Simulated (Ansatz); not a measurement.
The system is Sb.

```xyz
1
Lattice="0.0000 2.3712 2.3712 2.3712 0.0000 2.3712 2.3712 2.3712 0.0000" Properties=species:S:1:pos:R:3 pbc="T T T"
Sb    0.0000    0.0000    0.0000
```

This isn't the form of Sb at room conditions, which is rhombohedral.

Base run:

```yaml
Program: Ansatz 0.2.0
Functional: PBEsol
Potentials_or_basis: all-electron LAPW, scalar-relativistic
Cutoff: 156 eV (chosen from the basis error)
Basis_error_allowed: 0.001 eV/atom
k_mesh: 10 × 10 × 10
Occupations: fermi-dirac, width 0.05 eV
Spin: no spin polarisation
```

Its results: pressure -1.2 GPa.

The run is repeated on the same cell with these changes: functional from PBEsol to LDA. What comes out?

Pressure -2.3 GPa.

LDA binds more tightly than PBEsol, so the same cell stands under less pressure.
